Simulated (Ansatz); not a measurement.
Crystal: BaTiO3.

```xyz
5
Lattice="4.0073 0.0000 0.0000 0.0000 4.0073 0.0000 0.0000 0.0000 4.0073" Properties=species:S:1:pos:R:3 pbc="T T T"
Ba    2.0398    1.8245    2.0304
Ti    3.7818    0.2804    3.8242
O     2.0859    0.0274    0.2221
O     0.0507    1.9715    0.2113
O     0.0563    3.9108    1.7266
```

| Property | Result |
| --- | --- |
| Program | Ansatz 0.2.0 |
| Task | relaxation of cell and atoms |
| Functional | r2SCAN |
| Potentials or basis | Ansatz PAW |
| Cutoff | 500 eV (not typed: the program's choice for these potentials) |
| k mesh | 7 × 7 × 7 |
| Occupations | fermi-dirac, width 0.05 eV |
| Spin | no spin polarisation |

At the start: volume 12.87 Å³/atom.

Task: Where does the relaxation end?

Result: It ends after 9 steps and the volume is 13.03 Å³/atom (+1.2 %); space group R3m (No. 160, to 0.05 Å).

The path:
```tsv
step	energy change (eV)	largest force (eV/Å)	volume (Å³)
1	0.0000	4.4740	64.35
2	-1.8052	1.4324	66.69
3	-2.0743	0.2254	65.50
4	-2.0819	0.0976	65.42
5	-2.0834	0.0693	65.28
6	-2.0841	0.0618	65.28
7	-2.0867	0.0251	65.19
8	-2.0868	0.0004	65.15
9	-2.0872	0.0005	65.15
```

Final structure:
```
Ba Ti O
1.0
     4.02400   -0.00731   -0.00726
    -0.00731    4.02400    0.00725
    -0.00726    0.00725    4.02349
Ba Ti O
1 1 3
Direct
  0.49295 0.50705 0.50701
  0.97947 0.02053 0.02046
  0.51562 0.99402 0.99404
  0.00597 0.48439 0.99404
  0.00600 0.99401 0.48445
```

Caveat: the plane-wave basis is chosen anew once the cell has moved, so the energies of steps on either side of that aren't comparable; the PAW data sets come from PBE, with cores solved anew for the run's functional, which leaves a small shift of forces and pressure.
